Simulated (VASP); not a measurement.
BN in VASP 6.6.1, relaxation

INCAR

```
PSTRESS = 300
ISMEAR = -1
LASPH = .TRUE.
ENCUT = 600
EDIFF = 1E-7
EDIFFG = -5E-3
LWAVE = .FALSE.
NBANDS = 5
NELM = 120
IBRION = 2
LCHARG = .FALSE.
ISIF = 3
NSW = 40
LREAL = .FALSE.
SIGMA = 0.02
GGA = PS
PREC = Accurate
```

KPOINTS

```
KPOINTS created by Atomic Simulation Environment
0
Gamma
3 3 3
0 0 0
```

POSCAR

```
B  N
 1.0000000000000000
    -0.0000000000000000    1.8122639363159465    1.8122639363159465
     1.8122639363159465    0.0000000000000000    1.8122639363159465
     1.8122639363159465    1.8122639363159465    0.0000000000000000
 B   N
   1   1
Cartesian
  0.0000000000000000 -0.0000000000000000 -0.0000000000000000
  0.9061319681579733  0.9061319681579733  0.9061319681579733
```

The recommended PBE PAW datasets give the neutral cell 8 valence electrons.

Command

```
mpirun -np 1 vasp_std
```

Task: How does this run end, and what does it give?

Result: It converged. Results: relaxed cell vector lengths 2.500, 2.500, 2.500 Å; relaxed cell volume 11.05 Å³.

OSZICAR

```
N       E                     dE             d eps       ncg     rms          rms(c)
DAV:   1     0.311699036958E+02    0.31170E+02   -0.52585E+03    40   0.172E+03
DAV:   2    -0.180357144609E+02   -0.49206E+02   -0.45307E+02    60   0.322E+02
DAV:   3    -0.190070653121E+02   -0.97135E+00   -0.97135E+00    45   0.626E+01
DAV:   4    -0.190142538512E+02   -0.71885E-02   -0.71885E-02    60   0.370E+00
DAV:   5    -0.190142571929E+02   -0.33417E-05   -0.33417E-05    45   0.798E-02    0.673E+00
DAV:   6    -0.180803449248E+02    0.93391E+00   -0.34825E+00    45   0.229E+01    0.329E+00
DAV:   7    -0.179901062012E+02    0.90239E-01   -0.10081E-01    45   0.529E+00    0.190E+00
DAV:   8    -0.179673767833E+02    0.22729E-01   -0.43910E-02    40   0.289E+00    0.147E-01
DAV:   9    -0.179673536425E+02    0.23141E-04   -0.66601E-04    40   0.479E-01    0.784E-02
DAV:  10    -0.179673912008E+02   -0.37558E-04   -0.99249E-05    40   0.164E-01    0.155E-02
...
DAV:   8    -0.179017759828E+02    0.12840E-06   -0.27438E-07    25   0.689E-03    0.141E-03
DAV:   9    -0.179017759682E+02    0.14599E-07   -0.17197E-07    25   0.569E-03
   3 F= -.15829797E+02 E0= -.15829797E+02  d E =-.913784E-01
       N       E                     dE             d eps       ncg     rms          rms(c)
DAV:   1    -0.178982198035E+02    0.35562E-02   -0.15787E-03    40   0.675E-01    0.483E-02
DAV:   2    -0.178981768792E+02    0.42924E-04   -0.12945E-04    45   0.161E-01    0.167E-02
DAV:   3    -0.178981734719E+02    0.34073E-05   -0.17695E-05    45   0.595E-02    0.510E-03
DAV:   4    -0.178981731221E+02    0.34979E-06   -0.21264E-06    55   0.190E-02    0.215E-03
DAV:   5    -0.178981730766E+02    0.45463E-07   -0.61299E-07    40   0.961E-03
   4 F= -.15829860E+02 E0= -.15829860E+02  d E =-.914420E-01
```

```csv
ionic step,ΔH (meV/atom),volume (Å³),largest force (eV/Å),pressure (GPa),electronic steps
1,0.0,11.90,0.000,-2.24,13
2,49.2,9.96,0.000,90.46,8
3,-45.7,11.07,0.000,29.05,9
4,-45.7,11.05,0.000,29.92,5
```

For comparison, a separate PBEsol relaxation on usual settings, not on those above, ends at 11.73 Å³.
